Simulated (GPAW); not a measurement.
BP in GPAW: convergence with response cutoff (eV)

BP:

```
P B
1.0
     0.00000    2.23833    2.23833
     2.23833    0.00000    2.23833
     2.23833    2.23833    0.00000
P B
1 1
Direct
  0.25000 0.25000 0.25000
  0.00000 0.00000 0.00000
```

The cell isn't the ideal one: volume scaled by 0.96.

```yaml
Program: GPAW 26.7.0
Task: G0W0 quasiparticle levels
Functional: PBE
Potentials_or_basis: GPAW PAW data sets (gpaw-data 1.2.1)
Cutoff: 600 eV
Basis: pw
k_mesh: 5 × 5 × 5
Occupations: fermi-dirac, width 0.001 eV
Spin: no spin polarisation
Frequency: ppa
Extrapolate: no
Qp_bands: 1
Response_ecut: 40 eV
Maxiter: 150
Integrate_gamma: WS
Vertex: none
All_k: no
Response_bands: 12
```

These are the settings of the first run; the series varies response cutoff (eV), with any setting tied to it.

Hardware: 1 thread of Arm Neoverse V2, with other jobs on the host.

Question: The values tried are 40, 60, 80, 100, 125, 150, 200, 250, 300, loosest first. From which on does the quasiparticle gap at the points computed stay within 0.05 eV of the tightest run that finished?

Answer: From 200 on.

```tsv
response cutoff (eV)	quasiparticle gap at the points computed (eV)	SCF cycles	CPU time (s)	peak memory (GiB)
40	1.571	10	14	0.28
60	1.614	10	18	0.28
80	1.692	10	23	0.28
100	1.748	10	29	0.28
125	1.799	10	38	0.28
150	1.831	10	51	0.29
200	1.866	10	95	0.29
250	1.882	10	180	0.3
300	1.890	10	340	0.31
```

The tightest run that finished is the yardstick and may itself not be fully converged.

Caveat, for the tightest run too: the k mesh is coarse (spacing up to 0.49 Å⁻¹), so the values aren't converged; the quasiparticle gap is taken among the few k points that were corrected; the long-wavelength limit can be off by a per cent or two; an odd mesh through Γ misses points on the zone boundary, where band edges often lie.
